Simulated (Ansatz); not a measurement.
# GaP under changes of volume

One of the cells (20.240 Å³/atom); the others are scaled copies at fixed shape and fractional positions:

```xyz
2
Lattice="0.0000 2.7252 2.7252 2.7252 0.0000 2.7252 2.7252 2.7252 0.0000" Properties=species:S:1:pos:R:3 pbc="T T T"
Ga    0.0000    0.0000    0.0000
P     4.0879    4.0879    4.0879
```

```yaml
Program: Ansatz 0.2.0
Functional: PBE
Potentials_or_basis: JTH PAW
Cutoff: "3600 eV (not typed: the program's choice for these potentials)"
k_mesh: 8 × 8 × 8
Occupations: fermi-dirac, width 0.05 eV
Spin: no spin polarisation
```

```tsv
volume (Å³/atom)	energy over the lowest point (meV/atom)	pressure (GPa)	gap on the mesh (eV)
19.026	46.67	8.8	1.51
19.431	27.34	6.5	1.56
19.836	13.54	4.4	1.61
20.240	4.71	2.6	1.64
20.645	0.35	0.9	1.61
21.050	0.00	-0.6	1.50
21.455	?	?	?
```

Question: What does the run at 21.455 Å³/atom give?

Answer: Energy over the lowest point 3.25 meV/atom; pressure -2.0 GPa; gap on the mesh 1.35 eV.

Worked out: A Birch-Murnaghan fit of order 3 (a polynomial in V^(-2/3)) to the other rows has its minimum at 20.88 Å³/atom with B0 = V·E''(V) = 77 GPa and B' = 4.4. It gives 3.29 meV/atom at 21.455 Å³/atom, against the run's 3.25, and -dE/dV = -2.0 GPa, against -2.0. A parabola through the other rows of the gap, of slope -6.53 eV per unit of ln V there, extrapolates to 1.41 eV, against the run's 1.35.

Energies are extrapolated to zero smearing.

A mesh can miss the band edges. Spin-orbit coupling on Ga is left out.
